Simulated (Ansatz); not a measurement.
Starting cell, AlSb (zinc blende):

```
CELL_PARAMETERS angstrom
      0.00000     3.11275     3.11275
      3.11275     0.00000     3.11275
      3.11275     3.11275     0.00000
ATOMIC_POSITIONS crystal
  Sb 0.75000 0.75000 0.75000
  Al 0.00000 0.00000 0.00000
```

In each cell atom 1 (Sb, nearest neighbour Al at 2.696 Å; its periodic images, 4.4 Å or more away, move with it) moves by s·(0.000, 0.000, 1.000) (along Cartesian z), the rest being held.

Method: PBE (plane waves to 420 eV, PAW, scalar-relativistic; Ansatz, a quantum-chemistry and plane-wave program). k mesh 10×10×10 (Γ-centred), Fermi-Dirac smearing 0.05 eV. E stands for the smeared free energy. Stress and pressure are positive under compression. As the smearing reaches across the gap at some points, energies and forces of such displacements shift with the k mesh and the smearing. AlSb was relaxed with its symmetry unable to fall. Spin-orbit coupling is left out, though Sb is heavy. The zero of ΔE is the undisplaced structure.

Q: Estimate the ΔE (meV/cell) and P (GPa) for s (Å) = -0.540, -0.432, 0.108, 0.324, 0.432.

A: 
```csv
s (Å),ΔE (meV/cell),P (GPa)
-0.540,979,4.2
-0.432,652,2.8
0.108,43,0.2
0.324,378,1.6
0.432,652,2.8
```

(A displaced cell: forces are minus the slopes of the energy, force constants its curvatures, and phonons follow from these.)
